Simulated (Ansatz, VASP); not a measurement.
One calculation of Ga, two programs

```
Ga
1.0
     2.71613    0.00000    0.00000
     0.00000    2.71613    0.00000
     0.00000    0.00000    2.71718
Ga
1
Direct
  0.00000 0.00000 0.00000
```

Alike in both runs: functional PBE; k mesh 20 × 20 × 20; occupations gaussian, width 0.1 eV; no spin polarisation.

Ansatz relaxed the structure, and its values are those at the end. VASP's run is a single point on that final structure, the one shown.

|  | VASP | Ansatz |
| --- | --- | --- |
| version | VASP 6.6.1 | Ansatz 0.2.0 |
| potentials or method | VASP PAW PBE potentials, release 64 (Ga_d) | scalar-relativistic, plane waves, PAW |
| plane-wave cutoff (eV) | 520 | 420 |
| valence electrons in the cell | 13 | 13 |

|  | VASP | Ansatz | Ansatz less VASP |
| --- | --- | --- | --- |
| gap on the k mesh at the Fermi level (eV) | none | none | - |
| pressure (GPa) | 0.1 | 0.0 | -0.12 |

A gap of «none» marks a metal or a gap that the smearing closes.
